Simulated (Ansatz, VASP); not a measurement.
## Two plane-wave programs on BN

Contents of INCAR:

```
ALGO = Fast
EDIFF = 1E-6
EDIFFG = -0.002
ENCUT = 600
GGA = PS
IBRION = 2
ISIF = 3
ISMEAR = 0
IVDW = 12
LASPH = T
LCHARG = F
LREAL = F
LWAVE = F
NELM = 100
NSW = 100
PREC = Accurate
SIGMA = 0.02
```

KPOINTS

```
k-points
0
Gamma
  12 12 12
```

File POSCAR:

```
BN
1.0
    1.2511217832      0.7223354983      3.3729344033
   -1.2511217832      0.7223354983      3.3729344033
    0.0000000000     -1.4446709967      3.3729344033
B N
1 1
Direct
    0.9996712000      0.9996712000      0.9996712000
    0.3327618000      0.3327618000      0.3327618000
```

Input for Ansatz:

```yaml
crystal:
  lattice:
    - [1.2511217832, 0.7223354983, 3.3729344033]
    - [-1.2511217832, 0.7223354983, 3.3729344033]
    - [0.0, -1.4446709967, 3.3729344033]
  atoms:
    - { symbol: B, position: [0.9996712, 0.9996712, 0.9996712] }
    - { symbol: "N", position: [0.3327618, 0.3327618, 0.3327618] }
basis:
  ecutwfc: 420
kpoints:
  mp_grid: { grid: [12, 12, 12] }
hamiltonian:
  xc: pbesol
  dispersion: d3bj
  pseudopotentials: { kind: paw }
scf:
  occupations: { method: gaussian, width: 0.02 }
output:
  forces: true
  stress: true
  eigenvalues: true
  write_density: true
  write_potential: true
  elf: true
  volumetric_format: npy
relax:
  adjacent_minimum: "off"
  f_tol: 0.002
  max_steps: 80
  cell: { stress_tol: 0.02 }
```

The cell is a database's computed one.

Alike in both runs: task relaxation of cell and atoms; functional PBEsol; dispersion D3(BJ); k mesh 12 × 12 × 12; occupations gaussian, width 0.02 eV; no spin polarisation.

```csv
,VASP,Ansatz
version,VASP 6.6.1,Ansatz 0.2.0
potentials or method,"VASP PAW PBE potentials, release 64 (B, N)","scalar-relativistic, plane waves, PAW"
plane-wave cutoff (eV),600,420
valence electrons in the cell,8,8
```

VASP gave:

- gap on the k mesh at the Fermi level, each at its own relaxed structure (eV): 4.00
- relaxed volume (Å³/atom): 8.55
- relaxed cell length with the largest relative difference (Å): 3.472
- energy change over the relaxation (meV/atom): -3

Task: Estimate Ansatz's values.

Result: gap on the k mesh at the Fermi level, each at its own relaxed structure (eV): 4.04; relaxed volume (Å³/atom): 8.63; relaxed cell length with the largest relative difference (Å): 3.499; energy change over the relaxation (meV/atom): -2.

Caveats: the PAW data sets were made with another functional, which shifts forces and pressure a little (VASP). A k mesh can miss the band edges. PBEsol gaps usually lie below the measured ones, often by a third to a half.
